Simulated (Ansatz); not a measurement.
# SiO$_{2}$: zone-centre modes

Computed with DFT PBE, scalar-relativistic, plane waves, PAW (Ansatz). Cutoff 420 eV, 6×6×6 k-points (Γ-centred), fixed occupations. No spin polarisation. Phonons by linear response, acoustic sum rule imposed.

Equilibrium structure at this level:
```xyz
12
Lattice="-4.5049 4.5049 2.6362 4.5049 -4.5049 2.6362 4.5049 4.5049 -2.6362" Properties=species:S:1:pos:R:3 pbc="T T T"
Si    1.5941    1.5941    0.0000
Si   -2.9109    2.9109    2.6362
Si    2.9109   -2.9109    2.6362
Si    2.9109    2.9109    2.6362
O     2.2525    2.2525    1.3181
O     2.2525   -2.2525    1.3181
O    -2.2525    2.2525    1.3181
O     2.2525    2.2525   -1.3181
O     1.8872    0.0000    0.0000
O     0.0000    7.1227    0.0000
O     0.0000    1.8872    0.0000
O     7.1227    0.0000    0.0000
```

Optical modes at Γ (transverse, no macroscopic field); i marks an imaginary frequency:
```
frequency (cm⁻¹) degeneracy IR intensity of the level ((D/Å)²/amu)
             84i           1                                    0.01
             74i           1                                    0.00
             57i           1                                    0.00
              90           1                                    0.00
             242           1                                    0.00
             267           2                                    0.03
             271           2                                    0.00
             308           1                                    0.00
             316           2                                    0.64
             323           1                                    0.00
             343           1                                    0.00
             405           2                                   34.01
             411           1                                   17.96
             426           1                                    0.00
             529           1                                    0.00
             661           2                                    2.42
             741           2                                    0.00
             747           1                                    0.00
             749           1                                    0.00
            1070           2                                  131.34
            1071           1                                    0.00
            1092           1                                    0.00
            1093           1                                   69.58
            1191           1                                    0.00
            1202           2                                    0.58
```

3 of the 33 optical modes are unstable, so the structure is a saddle point of the energy and would distort without enlarging its cell.

```
Electronic dielectric constant ε∞ (principal values) : 2.04, 2.04, 2.05
Refractive index √ε∞, mean                           : 1.43
Kohn–Sham gap on the mesh                            : 5.36 eV
Cost                                                 : 6.7 min on 4 threads of Arm Neoverse V1 (shared host), peak memory 4 GiB
```

Born effective charges (e):
```tsv
atom	Z*xx	Z*yy	Z*zz	mean
Si (atom 1)	3.42	3.42	3.47	3.44
O (atom 5)	-1.37	-1.37	-2.50	-1.75
O (atom 9)	-1.05	-3.05	-0.97	-1.69
```

This form isn't the usual stable structure of the compound.